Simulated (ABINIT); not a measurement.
# ZnSe (Stilleite) (F-43m) in ABINIT: a series of runs

Runs on ZnSe (Stilleite). Level: r2SCAN. Tasks: band structure, equation of state.

Program: ABINIT 10.8.3 (patched build). These are calculated values, not measurements. Logs are shortened: lines on timing, memory, paths and dates and some standing lists are left out, and cuts for length are marked. The log counts tension as positive stress, the text compression.

## 1. The structure

The structure is cubic, space group F-43m (No. 216). The conventional cell has a = 5.668 Å, b = 5.668 Å, c = 5.668 Å, α = 90.00°, β = 90.00°, γ = 90.00°. Se (site symmetry -43m) has 4 Zn at 2.45 Å as nearest neighbours. Zn (site symmetry -43m) is surrounded by 4 Se at 2.45 Å.

## 2. Band structure, r2SCAN

File run.abi:

```
# Datasets: ground state, then fixed potential
ndtset 2

# Pseudopotentials
pp_dirpath "./"
pseudos "Se.upf, Zn.upf"

# Structure
acell 3*1.0
rprim
     0.0000000000     5.3551058920     5.3551058920
     5.3551058920     0.0000000000     5.3551058920
     5.3551058920     5.3551058920     0.0000000000
ntypat 2
znucl 34 30
natom 2
typat 1 2
xred
     0.7500000000     0.7500000000     0.7500000000
     0.0000000000     0.0000000000     0.0000000000

# Plane-wave basis
ecut 1414.992085 eV

# Exchange and correlation
ixc -497498
usekden 1
nc_xccc_gspace 1
boxcutmin 3.0

# Bands and occupations
occopt 3
tsmear 0.05 eV

# SCF cycle
nstep 100

# Output
iomode 3
prtwf 0
prteig 0
prtebands 0
prtden1 1
prtkden1 1

# Dataset 1
kptopt1 1
ngkpt1 6 6 6
nshiftk1 1
shiftk1 0.0 0.0 0.0
nband1 22
tolvrs1 1.0e-9

# Dataset 2: bands along G-X-W-K-G-L-U-W-L-K
iscf2 -2
getden2 1
getkden2 1
nband2 28
nbdbuf2 4
tolwfr2 1.0e-11
kptopt2 -9
ndivsm2 5
prteig2 1
prtvol2 -3
kptbounds2
     0.0000000000     0.0000000000     0.0000000000
     0.5000000000     0.0000000000     0.5000000000
     0.5000000000     0.2500000000     0.7500000000
     0.3750000000     0.3750000000     0.7500000000
     0.0000000000     0.0000000000     0.0000000000
     0.5000000000     0.5000000000     0.5000000000
     0.6250000000     0.2500000000     0.6250000000
     0.5000000000     0.2500000000     0.7500000000
     0.5000000000     0.5000000000     0.5000000000
     0.3750000000     0.3750000000     0.7500000000
```

Potentials or basis: PseudoDojo NC SR PBE v0.4.1 standard.

Launch:

```bash
mpirun --bind-to none -np 4 abinit run.abi > log 2>&1
```

run.abo:

```text
.Version 10.8.3 of ABINIT
 DATASET    1 : space group F-4 3 m (#216); Bravais cF (face-center cubic)
================================================================================
 Values of the parameters that define the memory need for DATASET  1.
     intxc =       0    ionmov =       0      iscf =       7    lmnmax =       6
     lnmax =       6     mgfft =      75  mpssoang =       3    mqgrid =    3001
     natom =       2  nloc_mem =       1    nspden =       1   nspinor =       1
    nsppol =       1      nsym =      24    n1xccc =    2501    ntypat =       2
    occopt =       3   xclevel =       2
       mpw =        5510          nfft =      421875          nkpt =          16
================================================================================
================================================================================

 DATASET    2 : space group F-4 3 m (#216); Bravais cF (face-center cubic)
================================================================================
 Values of the parameters that define the memory need for DATASET  2.
     intxc =       0    ionmov =       0      iscf =      -2    lmnmax =       6
     lnmax =       6     mgfft =      75  mpssoang =       3    mqgrid =    3001
     natom =       2  nloc_mem =       1    nspden =       1   nspinor =       1
    nsppol =       1      nsym =      24    n1xccc =    2501    ntypat =       2
    occopt =       3   xclevel =       2
       mpw =        5579          nfft =      421875          nkpt =          87
================================================================================
================================================================================

--------------------------------------------------------------------------------
------------- Echo of variables that govern the present computation ------------
--------------------------------------------------------------------------------
 -outvars: echo values of preprocessed input variables --------
            acell      1.0000000000E+00  1.0000000000E+00  1.0000000000E+00 Bohr
              amu      7.89600000E+01  6.53900000E+01
        boxcutmin      3.00000000E+00
             ecut      5.20000000E+01 Hartree
           getden1          0
           getden2          1
          getkden1          0
          getkden2          1
             iscf1          7
             iscf2         -2
              ixc     -497498
           jdtset        1    2
           kptopt1          1
           kptopt2         -9
         kptrlatt        6    0    0      0    6    0      0    0    6
          kptrlen1     4.54395803E+01
          kptrlen2     3.00000000E+01
            natom           2
            nband1         22
            nband2         28
           nbdbuf1          0
           nbdbuf2          4
   nc_xccc_gspace           1
           ndtset           2
           ndivsm1          0
           ndivsm2          5
            ngfft          75      75      75
             nkpt1         16
             nkpt2         87
            nstep         100
             nsym          24
           ntypat           2
           occopt           3
        prtebands           0
           prteig1          0
           prteig2          1
          prtkden           1
           prtvol1          0
           prtvol2         -3
            prtwf           0
            rprim      0.0000000000E+00  5.3551058920E+00  5.3551058920E+00
                       5.3551058920E+00  0.0000000000E+00  5.3551058920E+00
                       5.3551058920E+00  5.3551058920E+00  0.0000000000E+00
           shiftk1     0.00000000E+00  0.00000000E+00  0.00000000E+00
           shiftk2     5.00000000E-01  5.00000000E-01  5.00000000E-01
          spgroup         216
           tolvrs1     1.00000000E-09
           tolvrs2     0.00000000E+00
[... 235 lines left out ...]
  2.26E-10  5.27E-12  1.62E-12  7.86E-12
 -4.6781E+00 -2.9113E+00 -2.9113E+00 -2.9113E+00 -1.6049E+00 -1.6049E+00
 -1.6049E+00 -1.6046E+00 -1.6046E+00 -3.9642E-01 -1.3762E-01 -1.3762E-01
 -1.3762E-01 -1.2341E-01 -1.2341E-01  1.0966E-01  1.0966E-01  1.0966E-01
  1.7311E-01  3.4784E-01  3.4784E-01  3.4784E-01  4.9962E-01  5.6105E-01
  5.6105E-01  6.2008E-01  6.2008E-01  6.2008E-01
 Non-SCF case, kpt    2 (  0.03571  0.00000  0.03571), residuals and eigenvalues=
  3.49E-12  2.60E-12  3.38E-12  2.52E-12  1.44E-12  3.36E-12  1.58E-12  5.16E-12
  1.03E-12  3.83E-12  3.22E-12  7.82E-12  2.80E-12  5.22E-12  4.78E-12  4.26E-12
[... 843 lines left out ...]
 -1.6049E+00 -1.6046E+00 -1.6046E+00 -3.5888E-01 -1.3371E-01 -1.3008E-01
 -1.2569E-01 -1.2274E-01 -1.1379E-01 -6.3701E-02 -4.3361E-03  4.7235E-02
  2.6242E-01  3.4461E-01  4.5098E-01  4.6485E-01  4.9017E-01  5.7488E-01
  7.0800E-01  7.4549E-01  7.7948E-01  7.9744E-01
 Non-SCF case, kpt   87 (  0.37500  0.37500  0.75000), residuals and eigenvalues=
  7.92E-12  9.11E-12  4.23E-12  4.24E-12  3.88E-12  9.56E-12  3.84E-12  7.72E-12
  3.20E-12  5.25E-12  9.97E-12  9.30E-12  3.48E-12  9.09E-12  5.31E-12  1.72E-12
  7.41E-12  2.67E-12  3.23E-12  2.09E-12  4.33E-12  2.68E-12  4.14E-12  4.43E-12
  1.50E-09  1.37E-06  6.37E-07  4.82E-07
 -4.6781E+00 -2.9113E+00 -2.9113E+00 -2.9113E+00 -1.6049E+00 -1.6049E+00
 -1.6049E+00 -1.6046E+00 -1.6046E+00 -3.5824E-01 -1.3381E-01 -1.2964E-01
 -1.2611E-01 -1.2260E-01 -1.1356E-01 -6.3737E-02 -4.0483E-03  4.3733E-02
  2.5873E-01  3.3315E-01  4.6632E-01  4.7751E-01  4.8795E-01  5.8262E-01
  7.0899E-01  7.7119E-01  7.7412E-01  7.8358E-01

Result for kinetic energy density :

--------------------------------------------------------------------------------
 Total kinetic energy density [Ha/Bohr^3]
)     Maximum=    3.9949E+01  at reduced coord.    0.0000    0.0000    0.0000
)     Minimum=    9.0852E-04  at reduced coord.    0.2533    0.2533    0.2400
   Integrated=    1.7106E+02
--------------------------------------------------------------------------------

--- !ResultsGS
iteration_state: {dtset: 2, }
comment   : Summary of ground state results
lattice_vectors:
- [  0.0000000,   5.3551059,   5.3551059, ]
- [  5.3551059,   0.0000000,   5.3551059, ]
- [  5.3551059,   5.3551059,   0.0000000, ]
lattice_lengths: [   7.57326,    7.57326,    7.57326, ]
lattice_angles: [ 60.000,  60.000,  60.000, ] # degrees, (23, 13, 12)
lattice_volume:   3.0713845E+02
convergence: {deltae:  0.000E+00, res2:  0.000E+00, residm:  9.974E-12, diffor:  0.000E+00, }
etotal    :  -3.32175851E+02
entropy   :   0.00000000E+00
fermie    :   1.42433103E-01
cartesian_stress_tensor: null
pressure_GPa: null
xred      :
- [  7.5000E-01,   7.5000E-01,   7.5000E-01, Se]
- [  0.0000E+00,   0.0000E+00,   0.0000E+00, Zn]
cartesian_forces: null
force_length_stats: {min: null, max: null, mean: null, }
...

 Integrated electronic density in atomic spheres:
 ------------------------------------------------
 Atom  Sphere_radius  Integrated_density
    1        2.00000         13.33136140
    2        2.00000         18.11397022
================================================================================

 ----iterations are completed or convergence reached----

 Mean square residual over all n,k,spin=   48.826E-13; max=  99.745E-13
 reduced coordinates (array xred) for    2 atoms
       0.750000000000      0.750000000000      0.750000000000
       0.000000000000      0.000000000000      0.000000000000

 cartesian coordinates (angstrom) at end:
    1      4.25069999714445     4.25069999714445     4.25069999714445
    2      0.00000000000000     0.00000000000000     0.00000000000000
 length scales=  1.000000000000  1.000000000000  1.000000000000 bohr
              =  0.529177210544  0.529177210544  0.529177210544 angstroms
 Eigenvalues (hartree) for nkpt=  87  k points:
 kpt#   1, nband= 28, wtk=  1.00000, kpt=  0.0000  0.0000  0.0000 (reduced coord)
  -4.67811   -2.91132   -2.91132   -2.91132   -1.60491   -1.60491   -1.60491   -1.60465
  -1.60465   -0.39642   -0.13762   -0.13762   -0.13762   -0.12341   -0.12341    0.10966
   0.10966    0.10966    0.17311    0.34784    0.34784    0.34784    0.49962    0.56105
   0.56105    0.62008    0.62008    0.62008
 kpt#   2, nband= 28, wtk=  1.00000, kpt=  0.0357  0.0000  0.0357 (reduced coord)
  -4.67811   -2.91132   -2.91132   -2.91132   -1.60491   -1.60491   -1.60491   -1.60465
  -1.60465   -0.39601   -0.13764   -0.13752   -0.13752   -0.12345   -0.12339    0.10331
   0.10826    0.10826    0.17994    0.34466    0.35001    0.35001    0.50434    0.54818
   0.56175    0.62181    0.62181    0.62845
 kpt#   3, nband= 28, wtk=  1.00000, kpt=  0.0714  0.0000  0.0714 (reduced coord)
  -4.67811   -2.91132   -2.91132   -2.91132   -1.60491   -1.60490   -1.60490   -1.60465
  -1.60465   -0.39476   -0.13769   -0.13724   -0.13724   -0.12355   -0.12332    0.08906
   0.10423    0.10423    0.19549    0.33620    0.35633    0.35633    0.51498    0.52551
   0.56384    0.62701    0.62701    0.64154
 kpt#   4, nband= 28, wtk=  1.00000, kpt=  0.1071  0.0000  0.1071 (reduced coord)
  -4.67811   -2.91132   -2.91132   -2.91132   -1.60491   -1.60490   -1.60490   -1.60465
[... 404 lines left out ...]
  -4.67811   -2.91132   -2.91132   -2.91132   -1.60491   -1.60490   -1.60489   -1.60465
  -1.60464   -0.35996   -0.13368   -0.13067   -0.12534   -0.12283   -0.11440   -0.06498
   0.00029    0.05154    0.26648    0.35144    0.43538    0.44864    0.50076    0.57350
   0.68768    0.72284    0.77544    0.81582
 kpt#  86, nband= 28, wtk=  1.00000, kpt=  0.3889  0.3889  0.7222 (reduced coord)
  -4.67811   -2.91132   -2.91132   -2.91132   -1.60491   -1.60489   -1.60489   -1.60465
  -1.60464   -0.35888   -0.13371   -0.13008   -0.12569   -0.12274   -0.11379   -0.06370
  -0.00434    0.04723    0.26242    0.34461    0.45098    0.46485    0.49017    0.57488
   0.70800    0.74549    0.77948    0.79744
 kpt#  87, nband= 28, wtk=  1.00000, kpt=  0.3750  0.3750  0.7500 (reduced coord)
  -4.67811   -2.91132   -2.91132   -2.91132   -1.60491   -1.60489   -1.60489   -1.60465
  -1.60464   -0.35824   -0.13381   -0.12964   -0.12611   -0.12260   -0.11356   -0.06374
  -0.00405    0.04373    0.25873    0.33315    0.46632    0.47751    0.48795    0.58262
   0.70899    0.77119    0.77412    0.78358

== END DATASET(S) ==============================================================
================================================================================

 -outvars: echo values of variables after computation  --------
            acell      1.0000000000E+00  1.0000000000E+00  1.0000000000E+00 Bohr
           etotal1    -3.3217585111E+02
            fcart1     0.0000000000E+00  0.0000000000E+00  0.0000000000E+00
                       0.0000000000E+00  0.0000000000E+00  0.0000000000E+00
            rprim      0.0000000000E+00  5.3551058920E+00  5.3551058920E+00
                       5.3551058920E+00  0.0000000000E+00  5.3551058920E+00
                       5.3551058920E+00  5.3551058920E+00  0.0000000000E+00
           strten1     1.7105434205E-05  1.7105434205E-05  1.7105434205E-05
                       0.0000000000E+00  0.0000000000E+00  0.0000000000E+00
           xangst      4.2506999971E+00  4.2506999971E+00  4.2506999971E+00
                       0.0000000000E+00  0.0000000000E+00  0.0000000000E+00
             xred      7.5000000000E-01  7.5000000000E-01  7.5000000000E-01
                       0.0000000000E+00  0.0000000000E+00  0.0000000000E+00
 Calculation completed.
```

Run time: 11 min. Hardware: 4 MPI ranks of Arm Neoverse V2, shared host; peak memory 1 GiB.

What came out:

```
Free energy                                           : -9038.9654 eV
Pressure                                              : -0.5 GPa
Band gap on the k mesh                                : 1.73 eV, direct
Band gap along the path                               : 1.73 eV, direct
Valence electrons inside the program's atomic spheres : Se 13.33; Zn 18.11
```

Levels at the corners of the path, in eV from the valence-band top:
```
point  band 14  band 15  band 16  band 17  band 18  band 19  band 20  band 21  band 22  band 23
    Γ    -6.34    -6.34     0.00     0.00     0.00     1.73     6.48     6.48     6.48    10.61
    X    -6.29    -6.16    -4.77    -2.19    -2.19     3.42     3.94    11.42    12.10    12.10
    W    -6.37    -6.04    -4.68    -2.78    -2.65     5.90     6.06     7.65     8.36    12.55
    K    -6.32    -6.07    -4.72    -3.09    -1.79     4.06     6.08     9.71    10.01    10.29
    Γ    -6.34    -6.34     0.00     0.00     0.00     1.73     6.48     6.48     6.48    10.61
    L    -6.32    -6.18    -5.25    -0.87    -0.87     3.03     7.02     7.02     9.07    11.69
    U    -6.32    -6.07    -4.72    -3.09    -1.79     4.06     6.08     9.71    10.01    10.29
    W    -6.37    -6.04    -4.68    -2.78    -2.65     5.90     6.06     7.65     8.36    12.55
    L    -6.32    -6.18    -5.25    -0.87    -0.87     3.03     7.02     7.02     9.07    11.69
    K    -6.32    -6.07    -4.72    -3.09    -1.79     4.06     6.08     9.71    10.01    10.29
```

Caveat: a meta-GGA on potentials with a model core is unreliable; a meta-GGA on norm-conserving files made for a GGA shifts volumes by about 1 %; the potentials were made for another functional, which shifts forces and pressure.

## 3. Equation of state, r2SCAN

File run.abi:

```
# Datasets: one volume each
ndtset 7
getwfk -1
scalecart1 3*0.9795861087
scalecart2 3*0.9864848297
scalecart3 3*0.9932883884
scalecart4 3*1.0000000000
scalecart5 3*1.0066227096
scalecart6 3*1.0131594038
scalecart7 3*1.0196128224

# Pseudopotentials
pp_dirpath "./"
pseudos "Se.GGA_PBE-JTH.xml, Zn.GGA_PBE-JTH.xml"

# Structure
acell 7.5732633804 7.5732633804 7.5732633804
rprim
     0.0000000000     0.7071067812     0.7071067812
     0.7071067812     0.0000000000     0.7071067812
     0.7071067812     0.7071067812     0.0000000000
ntypat 2
znucl 34 30
natom 2
typat 1 2
xred
     0.7500000000     0.7500000000     0.7500000000
     0.0000000000     0.0000000000     0.0000000000

# Plane-wave basis
ecut 26.0
pawecutdg 48.0

# k points
kptopt 1
ngkpt 8 8 8
nshiftk 1
shiftk 0.0 0.0 0.0

# Exchange and correlation
ixc -497498
usekden 1
pawxcdev 0

# Bands and occupations
nband 13
occopt 3
tsmear 0.05 eV

# SCF cycle
nstep 100
tolvrs 1.0e-7

# Output
iomode 3
prtwf 1
prtden 0
prteig 0
prtebands 0
enunit 1
```

Potentials or basis: JTH PAW PBE v2.0.

Launch:

```bash
abinit run.abi > log 2>&1
```

It took 14 min on 1 thread of Arm Neoverse V2, shared host; peak memory 0.19 GiB.

The run converged. Its results:

```yaml
Equilibrium_volume: 22.76 Å³/atom
Bulk_modulus: 66 GPa
Pressure_derivative_of_the_bulk_modulus: "3.7 (rough: it moves with the points fitted)"
```

Energy against volume, from the lowest point:
| volume (Å³/atom) | energy (meV/atom) |
| --- | --- |
| 21.391 | 18.67 |
| 21.846 | 7.97 |
| 22.301 | 1.87 |
| 22.757 | 0.00 |
| 23.212 | 1.76 |
| 23.667 | 6.99 |
| 24.122 | 15.46 |

Caveat: pressures at fixed basis lie under the slope of the energies; the PAW data sets were made with another functional, which shifts forces and pressure a little.
